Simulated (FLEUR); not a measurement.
# Mo (Im-3m) in FLEUR: a series of runs, part 3 of 3

FLEUR MaX-R8.1 (later development tree).

### Step 5. Band structure, PBE+D3+U, collinear spin, ferromagnetic start, spin-orbit coupling (cell strained at random)

inp.xml reads:

```xml
<?xml version="1.0" encoding="UTF-8" standalone="no"?>
<fleurInput fleurInputVersion="0.39">
   <comment>
      Mo                                                                                                  
   </comment>
   <calculationSetup>
      <cutoffs Kmax="3.3" Gmax="10.2" GmaxXC="10.2" numbands="all"/>
      <scfLoop itmax="50" minDistance="0.001" maxIterBroyd="50" imix="Anderson" alpha="0.2" precondParam="0.0" spinf="2.0" sdNocoIR="T"/>
      <coreElectrons ctail="T" frcor="F" kcrel="0" coretail_lmax="0"/>
      <xcFunctional name="pbe" relativisticCorrections="F"/>
      <magnetism jspins="2"/>
      <soc l_soc="T" theta="0.0" phi="0.0" spav="F"/>
      <expertModes spex="0" secvar="F" vdW="D3"/>
      <geometryOptimization l_f="F" forcealpha="1.0" forcemix="BFGS" epsdisp="0.00001" epsforce="0.00001"/>
      <ldaU l_linMix="F" mixParam="0.05" spinf="1.0"/>
   </calculationSetup>
   <cell>
      <bzIntegration valenceElectrons="14.0" mode="hist" fermiSmearingEnergy="0.00183747">
         <kPointListSelection listName="default-1"/>
         <!-- k-points included here -->
         <xi:include xmlns:xi="http://www.w3.org/2001/XInclude" href="kpts.xml"> </xi:include>
      </bzIntegration>
      <!-- symmetry operations included here -->
      <xi:include xmlns:xi="http://www.w3.org/2001/XInclude" href="sym.xml"> </xi:include>
      <bulkLattice scale="1.0">
         <bravaisMatrix>
            <row-1>   -2.9690526492959131     2.9711445761158450     2.9811355581366055</row-1>
            <row-2>    3.0205325683822664    -2.9006445635853928     2.9621173544186310</row-2>
            <row-3>    3.0471814861913749     2.9787734004808550    -2.9106355456061532</row-3>
         </bravaisMatrix>
      </bulkLattice>
   </cell>
   <atomSpecies>
      <species name="Molybdenum1.000" element="Mo" atomicNumber="42">
         <mtSphere radius="2.38" gridPoints="787" logIncrement="0.016"/>
         <atomicCutoffs lmax="10" lnonsphr="8"/>
         <electronConfig flipSpins="F">
            <coreConfig>(1s1/2) (2s1/2) (2p1/2) (2p3/2) (3s1/2) (3p1/2) (3p3/2) (3d3/2) (3d5/2)</coreConfig>
            <valenceConfig>(4s1/2) (4p1/2) (4p3/2) (5s1/2) (4d3/2) (4d5/2)</valenceConfig>
            <stateOccupation state="(5s1/2)" spinUp="0.5" spinDown="0.5"/>
            <stateOccupation state="(4d3/2)" spinUp="1.0" spinDown="1.0"/>
            <stateOccupation state="(4d5/2)" spinUp="2.0" spinDown="1.0"/>
         </electronConfig>
         <energyParameters s="5" p="5" d="4" f="4"/>
         <ldaU l="2" U="6.2" J="0.5" l_amf="F"/>
         <lo type="SCLO" l="0" n="4" eDeriv="0"/>
         <lo type="SCLO" l="1" n="4" eDeriv="0"/>
         <lo type="SCLO" l="1" n="4" eDeriv="1"/>
         <lo type="SCLO" l="3" n="4" eDeriv="2"/>
      </species>
   </atomSpecies>
   <atomGroups>
      <atomGroup species="Molybdenum1.000">
         <relPos label="                   1">.0000000000 .0000000000 .0000000000</relPos>
         <force calculate="T" relaxXYZ="TTT"/>
      </atomGroup>
   </atomGroups>
   <output dos="F" band="F" slice="F">
      <checks vchk="F" cdinf="F"/>
      <bandDOS minEnergy="-.5*Htr" maxEnergy="0.5*Htr" sigma="0.015" storeEVData="T"/>
      <vacuumDOS vacdos="F" integ="F" star="F" nstars="0" locx1="0.0" locy1="0.0" locx2="0.0" locy2="0.0" nstm="0" tworkf="0.0"/>
      <unfoldingBand unfoldBand="F" supercellX="1" supercellY="1" supercellZ="1"/>
      <plotting iplot="0" polar="F">
         <plot TwoD="T" vec1="  1.0  0.0  0.0" vec2="  0.0  1.0  0.0" vec3="  0.0  0.0  1.0" zero="  0.0  0.0  0.0" file="plot"/>
      </plotting>
      <chargeDensitySlicing numkpt="0" minEigenval="0.0" maxEigenval="0.0" nnne="0" pallst="F"/>
      <specialOutput eonly="F"/>
      <moessbauerParams electricFieldGradient="T" isomerShift="T" coreHyperfine="T" valenceHyperfine="T"/>
      <magneticCircularDichroism mcd="F" energyLo="-10.0" energyUp="0.0"/>
   </output>
  <!-- We include the file relax.xml here to enable relaxations (see documentation) -->
  <xi:include xmlns:xi="http://www.w3.org/2001/XInclude" href="relax.xml"> <xi:fallback/> </xi:include>
</fleurInput>
```

crystal.txt reads:

```
Mo
&input cartesian=F /
-1.5711550000  1.5722620000  1.5775490000
1.5983970000  -1.5349550000  1.5674850000
1.6124990000  1.5762990000  -1.5402420000
1.8897261246
1.0 1.0 1.0

1
42 0.0000000000  0.0000000000  0.0000000000 : 1.000

&soc 0.0 0.0 /
&kpt div1=7 div2=7 div3=7 gamma=T /
```

inp.xml (bands) reads:

```
<?xml version="1.0" encoding="UTF-8" standalone="no"?>
<fleurInput fleurInputVersion="0.39">
   <comment>
      Mo                                                                                                  
   </comment>
   <calculationSetup>
      <cutoffs Kmax="3.3" Gmax="10.2" GmaxXC="10.2" numbands="all"/>
      <scfLoop itmax="50" minDistance="0.001" maxIterBroyd="50" imix="Anderson" alpha="0.2" precondParam="0.0" spinf="2.0" sdNocoIR="T"/>
      <coreElectrons ctail="T" frcor="F" kcrel="0" coretail_lmax="0"/>
      <xcFunctional name="pbe" relativisticCorrections="F"/>
      <magnetism jspins="2"/>
      <soc l_soc="T" theta="0.0" phi="0.0" spav="F"/>
      <expertModes spex="0" secvar="F" vdW="D3"/>
      <geometryOptimization l_f="F" forcealpha="1.0" forcemix="BFGS" epsdisp="0.00001" epsforce="0.00001"/>
      <ldaU l_linMix="F" mixParam="0.05" spinf="1.0"/>
   </calculationSetup>
   <cell>
      <bzIntegration valenceElectrons="14.0" mode="hist" fermiSmearingEnergy="0.00183747">
         <kPointListSelection listName="path-1"/>
         <!-- k-points included here -->
         <xi:include xmlns:xi="http://www.w3.org/2001/XInclude" href="kpts.xml"> </xi:include>
      </bzIntegration>
      <!-- symmetry operations included here -->
      <xi:include xmlns:xi="http://www.w3.org/2001/XInclude" href="sym.xml"> </xi:include>
      <bulkLattice scale="1.0">
         <bravaisMatrix>
            <row-1>   -2.9690526492959131     2.9711445761158450     2.9811355581366055</row-1>
            <row-2>    3.0205325683822664    -2.9006445635853928     2.9621173544186310</row-2>
            <row-3>    3.0471814861913749     2.9787734004808550    -2.9106355456061532</row-3>
         </bravaisMatrix>
      </bulkLattice>
   </cell>
   <atomSpecies>
      <species name="Molybdenum1.000" element="Mo" atomicNumber="42">
         <mtSphere radius="2.38" gridPoints="787" logIncrement="0.016"/>
         <atomicCutoffs lmax="10" lnonsphr="8"/>
         <electronConfig flipSpins="F">
            <coreConfig>(1s1/2) (2s1/2) (2p1/2) (2p3/2) (3s1/2) (3p1/2) (3p3/2) (3d3/2) (3d5/2)</coreConfig>
            <valenceConfig>(4s1/2) (4p1/2) (4p3/2) (5s1/2) (4d3/2) (4d5/2)</valenceConfig>
            <stateOccupation state="(5s1/2)" spinUp="0.5" spinDown="0.5"/>
            <stateOccupation state="(4d3/2)" spinUp="1.0" spinDown="1.0"/>
            <stateOccupation state="(4d5/2)" spinUp="2.0" spinDown="1.0"/>
         </electronConfig>
         <energyParameters s="5" p="5" d="4" f="4"/>
         <ldaU l="2" U="6.2" J="0.5" l_amf="F"/>
         <lo type="SCLO" l="0" n="4" eDeriv="0"/>
         <lo type="SCLO" l="1" n="4" eDeriv="0"/>
         <lo type="SCLO" l="1" n="4" eDeriv="1"/>
         <lo type="SCLO" l="3" n="4" eDeriv="2"/>
      </species>
   </atomSpecies>
   <atomGroups>
      <atomGroup species="Molybdenum1.000">
         <relPos label="                   1">.0000000000 .0000000000 .0000000000</relPos>
         <force calculate="T" relaxXYZ="TTT"/>
      </atomGroup>
   </atomGroups>
   <output dos="F" band="T" slice="F">
      <checks vchk="F" cdinf="F"/>
      <bandDOS minEnergy="-.5*Htr" maxEnergy="0.5*Htr" sigma="0.015" storeEVData="T"/>
      <vacuumDOS vacdos="F" integ="F" star="F" nstars="0" locx1="0.0" locy1="0.0" locx2="0.0" locy2="0.0" nstm="0" tworkf="0.0"/>
      <unfoldingBand unfoldBand="F" supercellX="1" supercellY="1" supercellZ="1"/>
      <plotting iplot="0" polar="F">
         <plot TwoD="T" vec1="  1.0  0.0  0.0" vec2="  0.0  1.0  0.0" vec3="  0.0  0.0  1.0" zero="  0.0  0.0  0.0" file="plot"/>
      </plotting>
      <chargeDensitySlicing numkpt="0" minEigenval="0.0" maxEigenval="0.0" nnne="0" pallst="F"/>
      <specialOutput eonly="F"/>
      <moessbauerParams electricFieldGradient="T" isomerShift="T" coreHyperfine="T" valenceHyperfine="T"/>
      <magneticCircularDichroism mcd="F" energyLo="-10.0" energyUp="0.0"/>
   </output>
  <!-- We include the file relax.xml here to enable relaxations (see documentation) -->
  <xi:include xmlns:xi="http://www.w3.org/2001/XInclude" href="relax.xml"> <xi:fallback/> </xi:include>
</fleurInput>
```

Potentials or basis: all-electron, FLAPW.

Run with:

```console
$ inpgen -f crystal.txt -profile fastHighL
$ # inp.xml edited to the form shown
$ fleur_MPI
$ fleur_MPI   # second run, on inp.xml (bands)
```

Log:

```text
Welcome to FLEUR        (www.flapw.de)
      MaX-Release 8.1          (www.max-centre.eu)

 ========== k-point set info ==========
 Selected k-point list: default-1
 k-point list type: mesh
 7 x 7 x 7
 Number of k points: 172

 ------------Calculation Setup---------------------------
 Number of MPI-tasks      :            1
 Number of PE/node        :            1
 Number of OMP-threads    :            1
 Most efficient MPI parallelization for:
           1           2           4          43          86         172
 Additional eigenvalue parallelization possible
 Number of basis functions:           99
 Approximate size of matrices (H+S) per k-point:         0.000 GB
 --------------------------------------------------------
 no density matrix found ... skipping LDA+U
 Complex matrix made real
 Complex matrix made real
 Reset of history
 Iteration:     1   Distance:      17.19726601 me/bohr^3
 Iteration:     2   Distance:      14.45772120 me/bohr^3
 Iteration:     3   Distance:      10.31287537 me/bohr^3
 Iteration:     4   Distance:       5.19209768 me/bohr^3
 Iteration:     5   Distance:       1.86786131 me/bohr^3
 Iteration:     6   Distance:       0.94034426 me/bohr^3
 Iteration:     7   Distance:       0.55258003 me/bohr^3
 Iteration:     8   Distance:       0.36388497 me/bohr^3
 Iteration:     9   Distance:       0.18507683 me/bohr^3
 Iteration:    10   Distance:       0.15922829 me/bohr^3
[... 4 lines left out ...]
 Iteration:    15   Distance:       0.01542176 me/bohr^3
 Iteration:    16   Distance:       0.01466770 me/bohr^3
 Iteration:    17   Distance:       0.00950185 me/bohr^3
 Iteration:    18   Distance:       0.00584446 me/bohr^3
 Iteration:    19   Distance:       0.00373533 me/bohr^3
 Iteration:    20   Distance:       0.00357576 me/bohr^3
 Iteration:    21   Distance:       0.00207189 me/bohr^3
 Iteration:    22   Distance:       0.00204236 me/bohr^3
 Iteration:    23   Distance:       0.00118026 me/bohr^3
 Iteration:    24   Distance:       0.00085589 me/bohr^3

 ********************************************************************
 Run finished successfully
 Stop message:
   all done
 ********************************************************************
```

Wall time 9.2 min (1 thread of Arm Neoverse N1, shared host); peak memory 0.26 GiB.

The run converged, but runs of this kind are known to go wrong with this program or these potentials, so none of its numbers is taken as a property of the crystal.

Caveat: the k mesh is coarse (spacing up to 0.40 Å⁻¹), so the values aren't converged; this program's D3 term has one parameter set for all functionals and differs from the reference program's by some per cent or more; the U is typed as a test and isn't derived for this compound.
